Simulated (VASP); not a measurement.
Input of a VASP 6.6.1 run:

File INCAR:

```
ALGO = Fast
EDIFF = 1E-6
ENCUT = 520
ISIF = 2
ISMEAR = -1
LASPH = T
LCHARG = F
LREAL = F
LWAVE = F
NBANDS = 16
NELM = 100
PREC = Accurate
SIGMA = 0.15
```

Contents of KPOINTS:

```
k-points
0
Gamma
  18 18 16
```

The input POSCAR:

```
WC
1.0
    2.8846459329      0.0000000000      0.0000000000
   -1.4423229665      2.4981766588      0.0000000000
    0.0000000000      0.0000000000      2.8111947595
W C
1 1
Direct
    0.0000000000      0.0000000000      0.0000000000
    0.6666666667      0.3333333333      0.5000000000
```

Potentials or basis: VASP PAW LDA potentials, release 64 (W_sv, C).

Launch:

```console
$ cat potpaw_LDA.64/W_sv/POTCAR potpaw_LDA.64/C/POTCAR > POTCAR
$ mpirun -np 1 vasp_std > vasp.out
```

(1) What does it give for the band gap on the k mesh?

(2) Estimate the pressure.

Answers

(1) none (metal or under the smearing width).

(2) 2.8 GPa.
